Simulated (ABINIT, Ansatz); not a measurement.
# AuCu and the functional, program beside program

```
Au Cu
1.0
     2.81075    0.00000    0.00000
     0.00000    2.81075    0.00000
     0.00000    0.00000    3.68500
Au Cu
1 1
Direct
  0.00000 0.00000 0.00000
  0.50000 0.50000 0.50000
```

Kept alike: task band structure; k mesh 9 × 9 × 7; occupations fermi-dirac, width 0.05 eV; no spin polarisation. The mesh is that of the run's cell of 2 atoms. No spin-orbit coupling.

- A: ABINIT, JTH PAW PBE v2.0, made for PBE, cutoff 844 eV
- B: Ansatz, all-electron LAPW, scalar-relativistic

```csv
functional,A: pressure (GPa),B: pressure (GPa)
LDA,-8.41,-9.17
PBE,4.46,4.51
PBEsol,-3.69,-3.96
```

Pressure is positive in compression; plane-wave values hold the error of the finite cutoff. Values on potentials made for another functional: A at LDA, PBEsol. For a metal such a mesh leaves the last digits unconverged.

How large is the effect of the functional, and do the programs agree on it?

From LDA to PBE the pressure moves by +12.87 in A, +13.68 in B (GPa). Row by row the programs differ by 0.05 to 0.76, and over this span the shifts, as printed, agree within about 6 %. Shifts from LDA: PBE +12.87, +13.68; PBEsol +4.72, +5.21; the programs' shifts differ by up to 0.81.
